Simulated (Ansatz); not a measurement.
**How many bands does the GW gap of BN (P6_3/mmc) need?**

Aim: see how the G0W0 gap of BN (P6_3/mmc) on PBE moves with empty bands and screening cutoff, and what each rung costs.

Main program and level: Ansatz 0.2.0; G0W0 on PBE, plane waves, PAW.

### 1. The starting structure

The structure is hexagonal, space group P6_3/mmc (No. 194). Conventional cell: a = 2.504 Å, b = 2.504 Å, c = 6.661 Å, α = 90.00°, β = 90.00°, γ = 120.00°. Nearest to B lie 3 N at 1.45 Å. Nearest to N lie 3 B at 1.45 Å. Farther neighbours and most contacts between anions are not listed.

The cell and positions come from the Crystallography Open Database and are kept as given unless a step says otherwise. The default PAW set here is soft_2. Its files were made with PBE.

### 2. 38 empty bands, screening to 60 eV

Now the one-shot GW correction: screening in the RPA, then the self-energy of the levels asked for.

input.yaml reads:

```yaml
crystal:
  lattice:
    - [2.50399, 0.0, 0.0]
    - [-1.251995, 2.1685189508, 0.0]
    - [0.0, 0.0, 6.6612]
  atoms:
    - { symbol: B, position: [0.3333333333, 0.6666666667, 0.25] }
    - { symbol: B, position: [0.6666666667, 0.3333333333, 0.75] }
    - { symbol: "N", position: [0.3333333333, 0.6666666667, 0.75] }
    - { symbol: "N", position: [0.6666666667, 0.3333333333, 0.25] }
kpoints:
  mp_grid: { grid: [9, 9, 2] }
hamiltonian:
  xc: pbe
scf:
  occupations: { method: fixed }
gw:
  n_empty_bands: 38
  ecut_chi: 60
  qp_bands: [v2, c2]
  qp_kpoints: band_edges
  screening: { model: contour_deformation }
```

The run is started by

```bash
$ ansatz run input.yaml --threads 2 --pin off --max-ram 92160MiB --backend cuda --events-out ev --progress --plain --runs-dir out --devices 1 --max-vram 13GiB  # rebuilt from the run's record
```

Numbers of over 12 decimals in the logs are rounded to 6 here.

Output:

```text
GPUs: using 1 of 1 available (devices: 1).
Engine: ansatz 0.2.0, x86_64-unknown-linux-gnu
Pseudopotentials: kind: paw
Pseudopotential: B, paw, valence charge 3, recommended cutoff 420 eV (normal), B.paw.azcp
Pseudopotential: N, paw, valence charge 5, recommended cutoff 420 eV (normal), N.paw.azcp
Functional definition: PBE
  parameter kappa = 0.804
  parameter beta = 0.066725
  exchange = pbe_x(kappa = kappa, mu = beta*pi^2/3)
  correlation = pbe_c(beta = beta)
device memory: the entry about to start is reckoned to put 0.4 GiB on a device that reports 66.9 GiB free (of which the cap on the GPU budget leaves the run 13.0 GiB)
GPU FFT provider: cuFFT
GPU libraries: cuBLAS 13.8.2, cuFFT 12.4.0, cuSOLVER 12.3.4
Crystal: 4 atoms, lattice volume = 36.170 Å³
Basis set: ecut = 420 eV, 713 PW (Γ)
Bands: 12, of which v1, the nominal top of the filled ones, is band 8 counted from 1 (7 counted from 0)
Symmetry: 24 space group operations
Space group: P63/mmc (ITA 194), of the structure as read, at distance tolerance 3.3e-5 Å
k-points: 24 of 162
Non-local potential: B, projectors of the file, l = 0: 2, l = 1: 2, l = 2: 1
Non-local potential: N, projectors of the file, l = 0: 2, l = 1: 2, l = 2: 1
PAW form: soft (Blöchl's): semilocal exchange-correlation on the pseudo side does not see the compensation charge
PAW one-centre angular grid: B, 110 points (default); XC on 64 Gauss nodes
PAW one-centre angular grid: N, 110 points (default); XC on 64 Gauss nodes
Initial density: superposition of atomic densities (neutral atoms: chi_scale 0, normalization atom), corrected by the library's trained network
Initial wavefunctions: pseudopotential atomic-orbital guess
GPU buffer pool allocated for 14580 grid points (all kernels)
GPU transforms: local potential and band sums: pruned to the plane-wave sphere, on 18×18×45
Functional: x = pbe(κ = 0.804, μ = 0.219515), c = pbe(β = 0.066725)
SCF iter   1: F=—  HF=-1084.807366 eV  |F-HF|=—  |Δ(HF+E_count)|=         —  Δρ=1.49e-3  dr2=2.05e-4  ethr=1.77e-3  ⟨swp⟩=5.0  Hψ=1592  notcnv=0  defer=43
preconditioner: auto → none  [insulator: Δε(μ)=4.398 eV  Ē_g=15.833 eV  n_scr=4 (ndim 8)  ℏωp=24.7 eV  f_vac=0.023  ε∞_Penn≈3.4]
SCF iter   2: F=—  HF=-1084.808400 eV  |F-HF|=—  |Δ(HF+E_count)|=   1.03e-3  Δρ=7.45e-4  dr2=4.10e-5  ethr=1.28e-6  ⟨swp⟩=2.0  Hψ=700  notcnv=0  defer=48
SCF iter   3: F=—  HF=-1084.808696 eV  |F-HF|=—  |Δ(HF+E_count)|=   2.96e-4  Δρ=3.46e-4  dr2=8.52e-6  ethr=2.56e-7  ⟨swp⟩=2.0  Hψ=508  notcnv=0  defer=44
iter 4 did not close the SCF: its close was put off for the readings that it lacked (scf_convergence_deferred on its scf_iter line)
SCF iter   4: F=-1084.808775 eV  HF=-1084.808775 eV  |F-HF|=1.93e-7  |Δ(HF+E_count)|=   7.87e-5  Δρ=1.81e-5  dr2=4.25e-8  ethr=5.33e-8  ⟨swp⟩=2.0  Hψ=508  notcnv=0  defer=48
iter 5 did not close the SCF: its close was put off for the readings that it lacked (scf_convergence_deferred on its scf_iter line)
SCF iter   5: F=-1084.808775 eV  HF=-1084.808775 eV  |F-HF|=7.36e-9  |Δ(HF+E_count)|=   2.09e-7  Δρ=4.15e-6  dr2=3.55e-9  ethr=2.66e-10  ⟨swp⟩=2.0  Hψ=478  notcnv=0  defer=48
SCF iter   6: F=-1084.808775 eV  HF=-1084.808775 eV  |F-HF|=1.91e-10  |Δ(HF+E_count)|=   9.11e-9  Δρ=5.30e-7  dr2=4.90e-11  ethr=2.22e-11  ⟨swp⟩=4.1  Hψ=1286  notcnv=0
SCF 1 converged in 6 iterations: F = -1084.808775 eV  dr2 = 4.90e-11
  greatest PAW one-centre occupation: 0.797 electrons in one spin orbital (limit 2), on the N atom at site 2 (counted from 0), in its partial waves of l = 0
device memory: the entry about to start is reckoned to put 0.5 GiB on a device that reports 66.6 GiB free (of which the cap on the GPU budget leaves the run 13.0 GiB)
NSCF: frozen V_eff on 24 k-points, pencils in batches of 32, up to order 48
the band table was solved once the SCF had ended and its energy, with any forces and stress, was formed, with the checks that follow a solve (1788 applications of the Hamiltonian). They found nothing against the state; the energy, forces and stress were not computed again (output.eigenvalues in the input reference)
device memory: the entry about to start is reckoned to put 0.8 GiB on a device that reports 66.8 GiB free (of which the cap on the GPU budget leaves the run 13.0 GiB)
NSCF: frozen V_eff on 24 k-points, pencils in batches of 32, up to order 204
G₀W₀ screening: q 1/24
[... further progress lines ...]
device memory: the entry about to start is reckoned to put 0.3 GiB on a device that reports 64.2 GiB free (of which the cap on the GPU budget leaves the run 13.0 GiB)
NSCF: frozen V_eff on 1 k-points
device memory: the entry about to start is reckoned to put 0.3 GiB on a device that reports 64.1 GiB free (of which the cap on the GPU budget leaves the run 13.0 GiB)
NSCF: frozen V_eff on 1 k-points
SCF converged after 6 iterations
Free energy (F): -1084.808775 eV
Harris-Foulkes:  -1084.808775 eV  (|F-HF|=1.91e-10)
Internal energy: -1084.808775 eV  (E = F + TS)
E sigma→0 (E₀):  -1084.808775 eV
Fermi energy:    4.712468 eV
--- Per-component energies (eV) ---
  E_band       = -38.471963
  E_kinetic    = 366.923028
  E_local      = -696.326691  (includes V_loc(G=0)·N_el)
  E_nonlocal   = 115.664387
  E_hartree    = 224.907265
  E_xc         = -184.453568
  E_vxc        = -228.848363  (∫ρ·V_xc dr)
  E_paw        = -413.648176  (= ΣΔE_a)
  E_vpaw       = -45.699120  (= ΣTr[D̂ρ^β])
  E_aug_tail   = 0.000204  (compensation charges beyond the density's cutoff)
  E_ewald      = -497.875223
  E_smearing   = -0.000000  (= −TS)
  E_closure    = -0.000000  (closes the sum)
  Σ components = -1084.808775   (vs F -1084.808775, Δ=0.00e0)
--- Band table (eV; the first three rows and the last of 24) ---
  k-point 0: bands = [... 4 lower, 3.3840, 3.3840, 3.4187, 3.4187, 9.9566, 14.9928, 16.2900, 16.2900]
  k-point 1: bands = [... 4 lower, 3.4016, 3.4016, 3.4016, 3.4016, 12.3026, 12.3026, 16.3493, 16.3493]
  k-point 2: bands = [... 4 lower, 2.4252, 2.4562, 2.9397, 2.9817, 10.3844, 14.8185, 15.9983, 16.2961]
  k-point 23: bands = [... 4 lower, -2.4367, -2.4367, 4.7125, 4.7125, 9.3592, 9.3592, 16.7367, 16.7367]
--- G₀W₀: contour deformation, 5 samples at zero and on the imaginary axis and 1 off it, 162 q-points, 38 empty bands' worth ---
  eigenvalues of the whole cell's RPA ε∞ on this k-mesh (on a slab, of 1 + 4πα/V) = 2.5271, 4.5860, 4.5860; static W/v taken at q = 0 is 0.283726
  bands read: the sum over 46 bands ends inside a degenerate multiplet in 2 slots, whose members it reads at an even weight; the widest, k=1: bands 45 to 48 (counted from 1) at 2/4 each
  gw.qp_kpoints: band_edges: 13 of 24 stored k-points solved, in 2 passes; an edge of the gap read off the rows below is read off those points alone
    valence top: of the k-points left out ik 18 came nearest to being solved in a further pass, in band 8 (counted from 1, as in the quasiparticle table): it holds the edge there only if its correction is more favourable than any solved in that band by at least 1.024 eV; those differ by 0.226 eV
    conduction bottom: of the k-points left out ik 15 came nearest to being solved in a further pass, in band 9 (counted from 1, as in the quasiparticle table): it holds the edge there only if its correction is more favourable than any solved in that band by at least 0.883 eV; those differ by 0.866 eV
    ik  band        ε_KS         Σx   Σc(E_QP)       V_xc       Z   E_QP_lin       E_QP  E_QP is
     0     7      3.4187   -23.6356     4.0029   -19.2169  0.8001     3.0011     3.0029  root
     0     8      3.4187   -23.6356     4.0029   -19.2169  0.8001     3.0011     3.0029  root
     0     9      9.9566    -4.9315    -3.8166    -9.1452  0.8408    10.3550    10.3536  root
     0    10     14.9928    -7.8108    -5.0427   -14.3512  0.7638    16.5503    16.4906  root
     1     7      3.4016   -23.6212     4.0079   -19.1918  0.8000     2.9782     2.9801  root
     1     8      3.4016   -23.6212     4.0079   -19.1918  0.8000     2.9782     2.9801  root
     1     9     12.3026    -6.3522    -4.1669   -11.3770  0.8184    13.1696    13.1605  root
     1    10     12.3026    -6.3522    -4.1669   -11.3770  0.8184    13.1696    13.1605  root
     2     7      2.9397   -23.4893     4.0877   -18.9283  0.7967     2.4640     2.4664  root
     2     8      2.9817   -23.5266     4.0792   -18.9854  0.7970     2.5174     2.5197  root
     2     9     10.3844    -4.9024    -3.8330    -9.1625  0.8392    10.8132    10.8115  root
     2    10     14.8185    -8.0923    -5.0708   -14.7243  0.7618    16.4456    16.3798  root
     3     7      2.9604   -23.5084     4.0837   -18.9571  0.7968     2.4905     2.4928  root
     3     8      2.9604   -23.5084     4.0837   -18.9571  0.7968     2.4905     2.4928  root
     3     9     12.5986    -6.4336    -4.1858   -11.5330  0.8154    13.5232    13.5122  root
     3    10     12.5986    -6.4336    -4.1858   -11.5330  0.8154    13.5232    13.5122  root
     8     7      2.9343   -18.8977     3.2590   -14.9349  0.7823     2.2235     2.2305  root
     8     8      4.1247   -20.5205     3.2319   -16.8458  0.7883     3.6797     3.6819  root
     8     9      9.3696    -6.0211    -4.0083   -11.1006  0.8213    10.4525    10.4408  root
     8    10     10.6585    -7.7890    -4.2131   -13.4539  0.8036    12.1386    12.1104  root
     9     7      3.5260   -19.6329     3.2210   -15.8299  0.7860     2.9397     2.9440  root
     9     8      3.5260   -19.6329     3.2210   -15.8299  0.7860     2.9397     2.9440  root
     9     9      9.8145    -6.7468    -3.9948   -11.9257  0.8164    11.0140    10.9987  root
     9    10      9.8145    -6.7468    -3.9948   -11.9257  0.8164    11.0140    10.9987  root
[...]
22     7      4.6354   -20.3223     3.0194   -16.9253  0.7938     4.2564     4.2579  root
    22     8      4.6354   -20.3223     3.0194   -16.9253  0.7938     4.2564     4.2579  root
    22     9      9.5680    -6.5928    -4.2093   -12.0650  0.8118    10.8488    10.8309  root
    22    10      9.5680    -6.5928    -4.2093   -12.0650  0.8118    10.8488    10.8309  root
    23     7      4.7125   -20.6116     3.0581   -17.1974  0.7936     4.3551     4.3564  root
    23     8      4.7125   -20.6116     3.0581   -17.1974  0.7936     4.3551     4.3564  root
    23     9      9.3592    -6.1726    -4.1863   -11.5476  0.8151    10.5631    10.5479  root
    23    10      9.3592    -6.1726    -4.1863   -11.5476  0.8151    10.5631    10.5479  root
```

Elapsed: 13 s, on 1 × NVIDIA H100 80GB HBM3 (shared by 6 runs) with 2 threads of AMD EPYC 7R13 (Zen 3), shared host; peak memory 1 GiB.

This step gave:

```
bands summed                                 : 46
RPA ε∞ on this mesh (eigenvalues)            : 2.527, 4.586, 4.586
plane waves in the screening matrix          : 39
q-points in the mesh                         : 162
G0W0 gap on the mesh                         : 5.816 eV
k of the valence top                         : 0.3333, 0.3333, -0.5
k of the conduction bottom                   : 0.1111, 0.4444, 0
starting gap on the mesh                     : 4.404 eV
Z at the valence top                         : 0.7936
Z at the conduction bottom                   : 0.8224
least direct G0W0 gap on the computed points : 6.169 eV
```

The gap on the mesh goes from 4.40 eV to 5.82 eV, a correction of +1.41 eV. Between the two edge states, bare exchange in place of the xc potential would open the gap by 8.50 eV, and correlation takes back 7.08 eV.

### 3. 107 empty bands, screening to 120 eV

Another rung: the empty bands reach about as high as the screening cutoff, so the two stay in balance.

input.yaml, as its differences from that of step 2:

```diff
@@ -17,4 +17,4 @@
 gw:
-  n_empty_bands: 38
-  ecut_chi: 60
+  n_empty_bands: 107
+  ecut_chi: 120
   qp_bands: [v2, c2]
```

Output:

```text
GPUs: using 1 of 1 available (devices: 1).
[...]
GPU FFT provider: cuFFT
GPU libraries: cuBLAS 13.8.2, cuFFT 12.4.0, cuSOLVER 12.3.4
Crystal: 4 atoms, lattice volume = 36.170 Å³
Basis set: ecut = 420 eV, 713 PW (Γ)
Bands: 12, of which v1, the nominal top of the filled ones, is band 8 counted from 1 (7 counted from 0)
Symmetry: 24 space group operations
[...]
k-points: 24 of 162
[...]
GPU buffer pool allocated for 14580 grid points (all kernels)
[...]
SCF iter   1: F=—  HF=-1084.807366 eV  |F-HF|=—  |Δ(HF+E_count)|=         —  Δρ=1.49e-3  dr2=2.05e-4  ethr=1.77e-3  ⟨swp⟩=5.0  Hψ=1592  notcnv=0  defer=43
[...]
SCF iter   6: F=-1084.808775 eV  HF=-1084.808775 eV  |F-HF|=1.91e-10  |Δ(HF+E_count)|=   9.11e-9  Δρ=5.30e-7  dr2=4.90e-11  ethr=2.22e-11  ⟨swp⟩=4.1  Hψ=1286  notcnv=0
SCF 1 converged in 6 iterations: F = -1084.808775 eV  dr2 = 4.90e-11
[...]
NSCF: frozen V_eff on 24 k-points, pencils in batches of 32, up to order 48
[...]
NSCF: frozen V_eff on 24 k-points
G₀W₀ screening: q 1/24
[... further progress lines ...]
[...]
SCF converged after 6 iterations
Free energy (F): -1084.808775 eV
[...]
Internal energy: -1084.808775 eV  (E = F + TS)
E sigma→0 (E₀):  -1084.808775 eV
Fermi energy:    4.712468 eV
[...]
--- Band table (eV; the first three rows and the last of 24) ---
  k-point 0: bands = [... 4 lower, 3.3840, 3.3840, 3.4187, 3.4187, 9.9566, 14.9928, 16.2900, 16.2900]
  k-point 1: bands = [... 4 lower, 3.4016, 3.4016, 3.4016, 3.4016, 12.3026, 12.3026, 16.3493, 16.3493]
  k-point 2: bands = [... 4 lower, 2.4252, 2.4562, 2.9397, 2.9817, 10.3844, 14.8185, 15.9983, 16.2961]
  k-point 23: bands = [... 4 lower, -2.4367, -2.4367, 4.7125, 4.7125, 9.3592, 9.3592, 16.7367, 16.7367]
[...]
0     7      3.4187   -23.6356     3.4454   -19.2169  0.7952     2.4353     2.4454  root
     0     8      3.4187   -23.6356     3.4454   -19.2169  0.7952     2.4353     2.4454  root
     0     9      9.9566    -4.9315    -3.9282    -9.1452  0.8388    10.2428    10.2421  root
     0    10     14.9928    -7.8108    -5.4762   -14.3512  0.7574    16.0836    16.0570  root
     1     7      3.4016   -23.6212     3.4510   -19.1918  0.7951     2.4130     2.4232  root
     1     8      3.4016   -23.6212     3.4510   -19.1918  0.7951     2.4130     2.4232  root
     1     9     12.3026    -6.3522    -4.3957   -11.3770  0.8144    12.9364    12.9317  root
     1    10     12.3026    -6.3522    -4.3957   -11.3770  0.8144    12.9364    12.9317  root
[...]
23     7      4.7125   -20.6116     2.6317   -17.1974  0.7845     3.9234     3.9300  root
    23     8      4.7125   -20.6116     2.6317   -17.1974  0.7845     3.9234     3.9300  root
    23     9      9.3592    -6.1726    -4.5499   -11.5476  0.8101    10.1914    10.1843  root
    23    10      9.3592    -6.1726    -4.5499   -11.5476  0.8101    10.1914    10.1843  root
```

Elapsed: 12 s, on 1 × NVIDIA H100 80GB HBM3 (shared by 6 runs) with 2 threads; peak memory 1.1 GiB.

Numbers from this step:

- bands summed: 115
- RPA ε∞ on this mesh (eigenvalues): 2.521, 4.553, 4.553
- plane waves in the screening matrix: 107
- q-points in the mesh: 162
- G0W0 gap on the mesh: 5.909 eV
- k of the valence top: 0.3333, 0.3333, -0.5
- k of the conduction bottom: 0.1111, 0.4444, 0
- starting gap on the mesh: 4.404 eV
- Z at the valence top: 0.7845
- Z at the conduction bottom: 0.8180
- least direct G0W0 gap on the computed points: 6.250 eV

Against the run with 9×9×2 mesh, 38 empty bands, screening to 60 eV, the gap moves by +0.09 eV.

### 4. 232 empty bands, screening to 200 eV

input.yaml, as its differences from that of step 3:

```diff
@@ -17,4 +17,4 @@
 gw:
-  n_empty_bands: 107
-  ecut_chi: 120
+  n_empty_bands: 232
+  ecut_chi: 200.0
   qp_bands: [v2, c2]
```

Output:

```text
GPUs: using 1 of 1 available (devices: 1).
[...]
GPU FFT provider: cuFFT
GPU libraries: cuBLAS 13.8.2, cuFFT 12.4.0, cuSOLVER 12.3.4
Crystal: 4 atoms, lattice volume = 36.170 Å³
Basis set: ecut = 420 eV, 713 PW (Γ)
Bands: 12, of which v1, the nominal top of the filled ones, is band 8 counted from 1 (7 counted from 0)
Symmetry: 24 space group operations
[...]
k-points: 24 of 162
[...]
1    10     12.3026    -6.3522    -4.5401   -11.3770  0.8125    12.7900    12.7873  root
[...]
23     7      4.7125   -20.6116     2.3882   -17.1974  0.7804     3.6746     3.6865  root
    23     8      4.7125   -20.6116     2.3882   -17.1974  0.7804     3.6746     3.6865  root
    23     9      9.3592    -6.1726    -4.6534   -11.5476  0.8092    10.0861    10.0807  root
    23    10      9.3592    -6.1726    -4.6534   -11.5476  0.8092    10.0861    10.0807  root
[key lines of the parts left out:]
SCF converged after 6 iterations
Free energy (F): -1084.808775 eV
Fermi energy:    4.712468 eV
```

Run time: 13 s. Hardware: 1 × NVIDIA H100 80GB HBM3 (shared by 6 runs) with 2 threads; peak memory 1.3 GiB; 13 s of CPU time.

This step gave:

```
bands summed                                 : 240
RPA ε∞ on this mesh (eigenvalues)            : 2.518, 4.526, 4.526
plane waves in the screening matrix          : 225
G0W0 gap on the mesh                         : 6.057 eV
k of the valence top                         : 0.3333, 0.3333, -0.5
k of the conduction bottom                   : 0.1111, 0.4444, 0
starting gap on the mesh                     : 4.404 eV
least direct G0W0 gap on the computed points : 6.391 eV
```

Against the run with 9×9×2 mesh, 107 empty bands, screening to 120 eV, the gap moves by +0.15 eV.

### 5. Changing the k mesh: 6×6×2 mesh, 107 empty bands, screening to 120 eV

A second mesh at equal bands and cutoff isolates the sampling error. Bands and cutoff differ from the step before, so it is read against an earlier run that matches them.

input.yaml, as its differences from that of step 4:

```diff
@@ -11,3 +11,3 @@
 kpoints:
-  mp_grid: { grid: [9, 9, 2] }
+  mp_grid: { grid: [6, 6, 2] }
 hamiltonian:
@@ -17,4 +17,4 @@
 gw:
-  n_empty_bands: 232
-  ecut_chi: 200.0
+  n_empty_bands: 107
+  ecut_chi: 120
   qp_bands: [v2, c2]
```

Output:

```text
GPUs: using 1 of 1 available (devices: 1).
[...]
GPU FFT provider: cuFFT
GPU libraries: cuBLAS 13.8.2, cuFFT 12.4.0, cuSOLVER 12.3.4
Crystal: 4 atoms, lattice volume = 36.170 Å³
Basis set: ecut = 420 eV, 713 PW (Γ)
Bands: 12, of which v1, the nominal top of the filled ones, is band 8 counted from 1 (7 counted from 0)
Symmetry: 24 space group operations
[...]
k-points: 14 of 72
[...]
1    10     12.3025    -6.3462    -4.4061   -11.3770  0.8139    12.9319    12.9271  root
[...]
13     7      4.7123   -20.6633     2.6736   -17.1971  0.7838     3.9128     3.9197  root
    13     8      4.7123   -20.6633     2.6736   -17.1971  0.7838     3.9128     3.9197  root
    13     9      9.3593    -6.1271    -4.5872   -11.5477  0.8095    10.2002    10.1928  root
    13    10      9.3593    -6.1271    -4.5872   -11.5477  0.8095    10.2002    10.1928  root
[key lines of the parts left out:]
SCF converged after 6 iterations
Free energy (F): -1084.808141 eV
Fermi energy:    4.712290 eV
```

Elapsed: 6.2 s, on 1 × NVIDIA H100 80GB HBM3 (shared by 6 runs) with 2 threads; peak memory 1 GiB; 6.5 s of CPU time.

Numbers from this step:

* bands summed: 115
* RPA ε∞ on this mesh (eigenvalues): 2.522, 4.539, 4.539
* plane waves in the screening matrix: 107
* G0W0 gap on the mesh: 5.779 eV
* k of the valence top: 0.3333, 0.3333, -0.5
* k of the conduction bottom: 0, -0.5, 0
* starting gap on the mesh: 4.289 eV
* least direct G0W0 gap on the computed points: 6.263 eV

Against the run with 9×9×2 mesh, 107 empty bands, screening to 120 eV, the gap moves by −0.13 eV, while the start moved by −0.12 eV. A band edge is found at another k point on this mesh.

(Part 1 of 2 ends here.)

[Paths, hosts, dates, memory and timing lines, banners, echoed tables and standing remarks are left out of the program output.]

[Logs are printed without paths, hosts, clocks, repeated set-up lines and the standing remarks that a program may print on its own settings, such as how far it seeks lower states.]

[Runs of the session that timed out or met a known fault of the program may be left out.]

[Cells called generated may have been cut or substituted from an entry of the Crystallography Open Database or the Materials Project.]

[Hosts, paths, dates, database ids (printed as entryN), source tags and the programs' standing remarks are cut or masked in the printed files.]
